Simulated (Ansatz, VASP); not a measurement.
# SiGeO4: VASP beside Ansatz

Aim: how closely do two programs agree when they are given the same cell, functional and k mesh? The cell is generated by rule, not measured, and may not be a known phase. The two relaxations start from unlike cells of this crystal (the structure described is Ansatz's start), so only their ends are compared.

Calculated with Ansatz 0.2.0; plane waves, with VASP 6.6.1 beside it; relaxation of cell and atoms at PBEsol.

The structure was built from a prototype and need not be the compound's stable phase.

## 1. The starting structure

Symmetry: Cm, No. 8, monoclinic system. The conventional cell has a = 9.401 Å, b = 5.428 Å, c = 5.428 Å, α = 90.00°, β = 125.26°, γ = 90.00°. Nearest to Si lie 4 O at 1.62 to 1.64 Å. Nearest to Ge lie 4 O at 1.73 to 1.75 Å. Nearest to O lie 1 Si at 1.62 Å and 1 Ge at 1.73 Å. O has 1 Si at 1.64 Å and 1 Ge at 1.75 Å nearest. Nearest to O lie 1 Si at 1.64 Å and 1 Ge at 1.75 Å. Farther neighbours and most contacts between anions are not listed.

## 2. VASP: relaxation of cell and atoms, PBEsol, pair 1

The relaxed volume is the usual yardstick between codes: in a stiff, nearly cubic crystal its relative difference is about their pressure difference at one cell divided by the bulk modulus.

Lines of VASP's logs that name or quote its potential files are left out, and so is its time.

INCAR reads:

```
SYSTEM = SiGeO4
PREC = Accurate
ENCUT = 600
EDIFF = 1E-07
NELM = 120
ISMEAR = 0
SIGMA = 0.01
LREAL = .FALSE.
ALGO = Normal
GGA = PS
NBANDS = 27
LORBIT = 11
LWAVE = .FALSE.
LCHARG = .FALSE.
ISIF = 3
IBRION = 2
NSW = 80
EDIFFG = -0.005
LASPH = .TRUE.
GGA_COMPAT = .FALSE.
NELMIN = 4
EFERMI = MIDGAP
KPAR = 2
```

POSCAR reads:

```
SiGeO4
1.0
    0.0000000000      3.8295262046      3.8295262046
    3.5668948728      0.1509520956      3.6785741090
    3.5693093720      3.6814126769      0.1481135278
Si Ge O
1 1 4
Direct
    0.9980718688      0.9999408572      0.0039154052
    0.2511149403      0.2457062949      0.2520640849
    0.1225054711      0.2054735099      0.0342807713
    0.6377405082      0.2054735099      0.0342807713
    0.1987528657      0.9576065386      0.6448879904
    0.0418148018      0.6357994847      0.2805711723
```

KPOINTS reads:

```
Automatic mesh
0
Gamma
4 4 4
0 0 0
```

Potentials, in the order of the species: Si, Ge_d and O (PBE family, release 64).

Launch:

```console
$ mpirun -np 2 vasp_std
```

Numbers of over 12 decimals in the logs are rounded to 6 here.

Output:

```text
[banner, memory and clock lines left out]
running    2 mpi-ranks, on    1 nodes
 distrk:  each k-point on    1 cores,    2 groups
 distr:  one band on    1 cores,    1 groups

 POSCAR found type information on POSCAR SiGeO
 POSCAR found :  3 types and       6 ions
|                                                                             |
|               ----> ADVICE to this user running VASP <----                  |
|                                                                             |
|     You enforced a specific xc type in the INCAR file but a different       |
|     [... a line on the potential file left out ...]
|     I HOPE YOU KNOW WHAT YOU ARE DOING!                                     |
|                                                                             |

 LDA part: xc-table for (Slater+PW92), standard interpolation
 POSCAR, INCAR and KPOINTS ok, starting setup
 FFT: planning ... GRIDC
 FFT: planning ... GRID_SOFT
 FFT: planning ... GRID
 WAVECAR not read
 entering main loop
       N       E                     dE             d eps       ncg     rms          rms(c)
DAV:   1     0.473127343588E+03    0.47313E+03   -0.23104E+04  1651   0.294E+03
DAV:   2     0.161432554452E+02   -0.45698E+03   -0.43777E+03  1573   0.865E+02
DAV:   3    -0.473388985616E+02   -0.63482E+02   -0.63135E+02  1450   0.186E+02
DAV:   4    -0.508325285382E+02   -0.34936E+01   -0.34870E+01  1741   0.528E+01
DAV:   5    -0.509127543254E+02   -0.80226E-01   -0.80179E-01  1600   0.732E+00    0.177E+01
DAV:   6    -0.448606797780E+02    0.60521E+01   -0.22500E+01  2002   0.102E+02    0.728E+00
DAV:   7    -0.448779019997E+02   -0.17222E-01   -0.16297E+00  1455   0.752E+00    0.365E+00
DAV:   8    -0.448422011692E+02    0.35701E-01   -0.17396E-01  2109   0.501E+00    0.725E-01
DAV:   9    -0.448401156457E+02    0.20855E-02   -0.43372E-02  1978   0.253E+00    0.209E-01
DAV:  10    -0.448426409322E+02   -0.25253E-02   -0.36211E-03  1432   0.505E-01    0.107E-01
DAV:  11    -0.448433432170E+02   -0.70228E-03   -0.44163E-04  1599   0.148E-01    0.493E-02
DAV:  12    -0.448435210871E+02   -0.17787E-03   -0.14070E-04  1585   0.103E-01    0.935E-03
DAV:  13    -0.448435399338E+02   -0.18847E-04   -0.21140E-05  1874   0.476E-02    0.145E-02
DAV:  14    -0.448435411483E+02   -0.12145E-05   -0.69435E-06  1630   0.193E-02    0.207E-03
DAV:  15    -0.448435412261E+02   -0.77812E-07   -0.35199E-07  1560   0.545E-03
   1 F= -.44843541E+02 E0= -.44843541E+02  d E =-.448435E+02
 curvature:   0.00 expect dE= 0.000E+00 dE for cont linesearch  0.000E+00
 trial: gam= 0.00000 g(F)=  0.360E-05 g(S)=  0.369E-04 ort = 0.000E+00 (trialstep = 0.100E+01)
 search vector abs. value=  0.405E-04
 bond charge predicted
       N       E                     dE             d eps       ncg     rms          rms(c)
DAV:   1    -0.448437739100E+02   -0.23276E-03   -0.53274E-03  1824   0.123E+00    0.111E-01
DAV:   2    -0.448435824311E+02    0.19148E-03   -0.65069E-04  1957   0.310E-01    0.400E-02
DAV:   3    -0.448435517661E+02    0.30665E-04   -0.50433E-05  1826   0.180E-01    0.167E-02
DAV:   4    -0.448435438849E+02    0.78812E-05   -0.16705E-05  1927   0.877E-02    0.563E-03
DAV:   5    -0.448435435149E+02    0.37003E-06   -0.44287E-06  1815   0.197E-02    0.310E-03
DAV:   6    -0.448435432564E+02    0.25848E-06   -0.25513E-07  1230   0.723E-03    0.970E-04
DAV:   7    -0.448435431903E+02    0.66062E-07   -0.40874E-08   972   0.209E-03
   2 F= -.44843543E+02 E0= -.44843543E+02  d E =-.196427E-05
 trial-energy change:   -0.000002  1 .order   -0.000001   -0.000040    0.000038
 step:   0.5287(harm=  0.5180)  dis= 0.00010  next Energy=   -44.843552 (dE=-0.108E-04)
 bond charge predicted
       N       E                     dE             d eps       ncg     rms          rms(c)
DAV:   1    -0.448436033134E+02   -0.60057E-04   -0.11793E-03  1818   0.575E-01    0.521E-02
DAV:   2    -0.448435610953E+02    0.42218E-04   -0.14446E-04  1948   0.146E-01    0.189E-02
DAV:   3    -0.448435542623E+02    0.68330E-05   -0.11143E-05  1829   0.847E-02    0.784E-03
DAV:   4    -0.448435527364E+02    0.15259E-05   -0.36938E-06  1934   0.414E-02    0.265E-03
DAV:   5    -0.448435527986E+02   -0.62220E-07   -0.97297E-07  1527   0.928E-03
   3 F= -.44843553E+02 E0= -.44843553E+02  d E =-.115725E-04
 curvature:  -0.26 expect dE=-0.193E-05 dE for cont linesearch -0.633E-06
 trial: gam=-0.06184 g(F)=  0.355E-05 g(S)=  0.390E-05 ort = 0.995E-05 (trialstep = 0.906E+00)
 search vector abs. value=  0.637E-05
 reached required accuracy - stopping structural energy minimisation
```

OUTCAR, selected parts (step 2):

```text
ion  position               nearest neighbor table
   1  0.998  1.000  0.004-   4 1.62   3 1.62   6 1.63   5 1.64
   2  0.251  0.246  0.252-   3 1.73   4 1.73   5 1.74   6 1.74
   3  0.123  0.205  0.034-   1 1.62   2 1.73
   4  0.638  0.205  0.034-   1 1.62   2 1.73
   5  0.199  0.958  0.645-   1 1.64   2 1.74
   6  0.042  0.636  0.281-   1 1.63   2 1.74

  LATTYP: Found a base centered monoclinic cell.
 ALAT       =     8.7051243686
 B/A-ratio  =     0.6221356142
 C/A-ratio  =     0.5735501996
 COS(beta)  =    -0.5726926169

 Subroutine GETGRP returns: Found  2 space group operations
 (whereof  2 operations were pure point group operations)

The static configuration has the point symmetry C_1h.

 Found     24 irreducible k-points:

   k-points           NKPTS =     24   k-points in BZ     NKDIM =     24   number of bands    NBANDS=     27

   dimension x,y,z NGX =    48 NGY =   42 NGZ =   42
   dimension x,y,z NGXF=    96 NGYF=   84 NGZF=   84

   ENCUT  =  600.0 eV  44.10 Ry    6.64 a.u.  10.82 10.24 10.25*2*pi/ulx,y,z

   NELECT =      42.0000    total number of electrons

 k-points in reciprocal lattice and weights: Automatic mesh
   0.00000000  0.00000000  0.00000000       0.016
   0.25000000  0.00000000 -0.00000000       0.062
   0.50000000  0.00000000 -0.00000000       0.031
   0.00000000  0.25000000  0.00000000       0.031
   0.25000000  0.25000000  0.00000000       0.062
   0.50000000  0.25000000  0.00000000       0.062
  -0.25000000  0.25000000  0.00000000       0.062
   0.00000000  0.50000000  0.00000000       0.016
   0.25000000  0.50000000  0.00000000       0.062
[...]
0.00000000  0.25000000  0.50000000       0.031
   0.00000000  0.50000000  0.50000000       0.016

 average (electrostatic) potential at core
       1 -87.9611       2 -78.2366       3 -74.1123       4 -74.1123       5 -74.1531
       6 -74.1300

 E-fermi :   1.5201

 k-point     1 :       0.0000    0.0000    0.0000
  band No.  band energies     occupation
    ...
     17      -2.0882      2.00000
     18      -2.0236      2.00000
     19      -1.8495      2.00000
     20      -1.1209      2.00000
     21      -0.6640      2.00000
     22       3.6794      0.00000
     23       7.6266      0.00000
     24       8.3985      0.00000
     25       8.5733      0.00000
     26       9.3019      0.00000
    ...

 k-point     2 :       0.2500    0.0000   -0.0000
  band No.  band energies     occupation
    ...
     17      -2.1914      2.00000
     18      -2.0443      2.00000
     19      -1.8063      2.00000
     20      -1.1952      2.00000
     21      -0.9100      2.00000
     22       4.4450      0.00000
     23       7.5687      0.00000
     24       8.4248      0.00000
     25       8.9955      0.00000
     26       9.4406      0.00000
    ...

 k-point     3 :       0.5000    0.0000   -0.0000
  band No.  band energies     occupation
    ...
     17      -2.2222      2.00000
     18      -2.0825      2.00000
     19      -1.7738      2.00000
     20      -1.3022      2.00000
     21      -1.1084      2.00000
     22       5.2933      0.00000
     23       7.4207      0.00000
     24       8.4700      0.00000
     25       9.0663      0.00000
     26       9.6850      0.00000
    ...

  Total        0.0110833      0.0101935      0.0101935      0.0018220      0.0083920     -0.0018223
  in kB        0.1839640      0.1691950      0.1691950      0.0302429      0.1392929     -0.0302473
  external PRESSURE =       0.1741180 kB  Pullay stress =       0.0000000 kB

  energy-cutoff  :      600.00
  volume of cell :       96.53
      direct lattice vectors                 reciprocal lattice vectors
     0.000000000  3.830408362  3.830408362    -0.140109686  0.130582101  0.130486669
     3.567431178  0.151234400  3.679173962     0.140221937 -0.141659992  0.141659992
     3.569836048  3.682002691  0.148405671     0.139997435  0.141564561 -0.141564561

 POSITION                                       TOTAL-FORCE (eV/Angst)
 -----------------------------------------------------------------------------------
      3.58124      3.98859      7.50263         0.003344     -0.000212      0.000212
      1.77634      1.92716      1.90325        -0.003391     -0.001672      0.001672
      0.85539      0.62654      1.23037        -0.001317      0.000763     -0.002377
      0.85539      2.60004      3.20387        -0.001317      0.002377     -0.000763
      5.71828      3.28062      4.38020         0.004207      0.000755     -0.000755
      3.26979      1.28949      2.54092        -0.001527     -0.002010      0.002010
 -----------------------------------------------------------------------------------
    total drift:                                0.000285     -0.003444     -0.001993

  FREE ENERGIE OF THE ION-ELECTRON SYSTEM (eV)
  ---------------------------------------------------
  free  energy   TOTEN  =       -44.8435527986 eV

  energy  without entropy=      -44.8435527986  energy(sigma->0) =      -44.84355280

 reached required accuracy - stopping structural energy minimisation

 total charge
# of ion       s       p       d       tot
------------------------------------------
    1        0.650   0.991   0.000   1.640
    2        0.945   1.336  10.524  12.805
    3        1.538   3.627   0.000   5.165
    4        1.538   3.627   0.000   5.165
    5        1.547   3.595   0.000   5.141
    6        1.546   3.599   0.000   5.145
--------------------------------------------------
tot          7.763  16.775  10.524  35.062

[... 3 further parts left out ...]
```

CONTCAR:

```
SiGeO4
   1.00000000000000
     0.0000000000000078    3.8304083615912812    3.8304083615912718
     3.5674311781646773    0.1512343997460923    3.6791739618451871
     3.5698360475947095    3.6820026909253598    0.1484056707659512
  Si              Ge              O
     1     1     4
Direct
     0.9980652346604308    0.9999673137405775    0.0039022169385537
     0.2511186950012011    0.2456953107074374    0.2520675596901608
     0.1225125491472547    0.2054844699431759    0.0342713090836452
     0.6377319323259191    0.2054844699431759    0.0342713090836452
     0.1987609118789469    0.9575946762220825    0.6448837604200239
     0.0418111328862407    0.6357739546435599    0.2806040401839625
```

The run keeps the 2 symmetry operations of its start, so it cannot find a distortion of lower symmetry.

(Continued in part 2 of 2.)

[Lines on the potential files, build, host, timing and source positions are cut from VASP's logs without a mark.]

[Logs are printed without paths, hosts, clocks, repeated set-up lines and the standing remarks that a program may print on its own settings, such as how far it seeks lower states.]

[Hosts, paths, dates, database ids (printed as entryN), source tags and the programs' standing remarks are cut or masked in the printed files.]
